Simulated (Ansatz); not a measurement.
PtS₂ built on the CdI2 prototype: a single-point calculation in the plane-wave code Ansatz (HSE06). The cell was relaxed with r2SCAN+rVV10 and then strained (biaxial -1.33 % in x and y, z held), with the atoms relaxed again with r2SCAN+rVV10; k points keep the names of the unstrained zone.

Input (YAML):
```yaml
crystal:
  lattice:
    - [3.5053914473, 0.0, 0.0]
    - [-1.7526957237, 3.0357580436, 0.0]
    - [0.0, 0.0, 5.122711045]
  atoms:
    - { symbol: Pt, position: [0.0, 0.0, 0.0] }
    - { symbol: S, position: [0.3333333333, 0.6666666667, 0.2436423793] }
    - { symbol: S, position: [0.6666666667, 0.3333333333, 0.7563576207] }
kpoints:
  mp_grid: { grid: [6, 6, 4] }
  band_path:
    path:
      - [0.0, 0.0, 0.0]
      - [0.5, 0.0, 0.0]
      - [0.3333333333, 0.3333333333, 0.0]
      - [0.0, 0.0, 0.5]
      - [0.5, 0.0, 0.5]
      - [0.3333333333, 0.3333333333, 0.5]
      - [0.0, 0.1666666667, 0.1666666667]
      - [0.0, 0.25, 0.3333333333]
    npoints: 1
hamiltonian:
  xc: hse06
scf:
  occupations: { method: fixed }
  n_extra_bands: 4
output:
  forces: true
  stress: true
  eigenvalues: true
```

Task: What will the output look like, and what does it show?

Result: The log, with set-up remarks and timings taken out:
```
scf.n_extra_bands = 4 over 15 filled bands (N_el = 30.0): the run solves 19 bands
Pseudopotential: Pt, paw, valence charge 18, recommended cutoff 420 eV (normal)
Pseudopotential: S, paw, valence charge 6, recommended cutoff 420 eV (normal)
Functional definition: HSE06
  parameter a = 0.25
  parameter omega = 0.11/bohr
  exchange = pbe_x - a*pbe_x_sr(omega) + a*exact_x_sr(omega)
  correlation = pbe_c
Crystal: 3 atoms, lattice volume = 54.513 Å³
Basis set: ecut = 420 eV, 1079 PW (Γ)
Symmetry: 12 space group operations
Space group: P-3m1 (ITA 164)
k-points: 24 of 144
[warm-up without exact exchange]
SCF 1 stopped early in 4 iterations: F = -14328.138320 eV  dr2 = 5.38e-5
[exact exchange on]
Exchange kernel: α = 0.2500, screened, ω = 0.2079 Å⁻¹, Wigner–Seitz truncation, v(0) = 1045.6612 eV·Å³, q-mesh 6×6×4
SCF 2 stopped early in 8 iterations: F = -14331.448430 eV  dr2 = 3.55e-6
hybrid outer 1: dexx = +1.741e-2 eV, tail = 4.63e-5 eV
SCF 3 converged in 6 iterations: F = -14331.448430 eV  dr2 = 2.36e-10
hybrid outer 2: dexx = +1.526e-6 eV, tail = 3.52e-8 eV, Δε = 2.06e-3 eV, ΔF = 2.11e-3 eV/Å
Free energy (F): -14331.448431 eV
Fermi energy:    10.644790 eV
--- Forces (eV/Å), atoms counted from 1 ---
  atom   1  Pt      0.00000      0.00000      0.00000
  atom   2  S       0.00000      0.00000    -0.38206
  atom   3  S       0.00000      0.00000      0.38206
--- Stress (GPa, compression-positive) ---
        2.510870       0.000000       0.000000
        0.000000       2.510870       0.000000
        0.000000       0.000000       0.507152
  P = ⅓ Tr σ = 1.8430 GPa (18.430 kbar)
--- Band table (eV; the first three rows and the last of 24) ---
  k-point 0: bands = […, 5.9565, 5.9565, 7.8519, 9.5397, 9.5397, 10.6448, 13.4107, 13.4107, 16.1426, 17.2488]
  k-point 1: bands = […, 5.9435, 5.9435, 7.7902, 9.4034, 9.4034, 9.8546, 13.7227, 13.7227, 16.4913, 18.1684]
  k-point 2: bands = […, 5.9308, 5.9308, 7.6247, 9.1274, 9.2775, 9.2775, 14.0513, 14.0513, 17.0244, 18.9733]
  k-point 23: bands = […, 5.7453, 5.7453, 6.3401, 6.4501, 8.1096, 8.1096, 13.5450, 13.5450, 19.0324, 19.3812]
```
The trailing digits, and the zero of the energies, depend on the potentials and thresholds.

The rows of the band table are 0: (0, 0, 0) = Γ, 1: (0, 0, 1/4), 2: (0, 0, -1/2) = A, 23: (1/3, 1/3, -1/2) = H.

bands.tsv, columns around the gap (it counts bands from 0):
```tsv
# k_distance	band_10	band_11	band_12	band_13	band_14	band_15	band_16	band_17	band_18
# fermi_ev = 10.644790
# [0, 0, 0] at k_distance = 0.000000
# [0.5, 0, 0] at k_distance = 1.034863
# [0.3333333333, 0.3333333333, 0] at k_distance = 1.632341
# [0, 0, 0.5] at k_distance = 2.975478
# [0.5, 0, 0.5] at k_distance = 4.010341
# [0.3333333333, 0.3333333333, 0.5] at k_distance = 4.607819
# [0, 0.1666666667, 0.1666666667] at k_distance = 5.607873
# [0, 0.25, 0.3333333333] at k_distance = 5.875337
# levels_relative_to = fermi_ev
0.000	-4.688	-2.793	-1.105	-1.105	0.000	2.766	2.766	5.498	6.604
1.035	-3.963	-3.753	-3.726	-3.425	-2.940	2.259	3.387	6.488	7.257
1.632	-5.256	-4.346	-3.124	-1.826	-1.826	1.428	1.428	5.986	9.519
2.975	-4.714	-3.020	-1.517	-1.367	-1.367	3.407	3.407	6.380	8.328
4.010	-3.965	-3.901	-3.441	-2.957	-1.695	2.385	3.158	6.037	6.190
4.608	-4.899	-4.305	-4.195	-2.535	-2.535	2.900	2.900	8.388	8.736
5.608	-4.901	-3.380	-1.801	-1.109	-0.092	2.045	2.394	6.640	7.657
5.875	-4.972	-3.707	-1.652	-1.325	-0.416	1.289	2.236	6.120	7.795
```
In order the rows are Γ, M, K, A, L, H, (0, 1/6, 1/6), (0, 1/4, 1/3).

With HSE06 the valence top lies at Γ and the conduction bottom at k = (0, 1/4, 1/3), 1.29 eV higher; the smallest vertical gap, at k = (0, 1/4, 1/3), is 1.71 eV. (Strain can split the valleys, and only one was followed off the mesh: the true gap may be a little smaller.) The mean pressure at these positions is +1.8 GPa, compression counted positive. (The program warns that its thresholds are loose for a hybrid's stress.) The largest force is 0.38 eV/Å.

Calculated for a static, non-magnetic cell.

No spin-orbit coupling is included; it can move band edges with weight on the heavy atoms by tenths of an eV.

The meshes of the hybrids are coarse, so their gaps aren't converged to the digits shown.
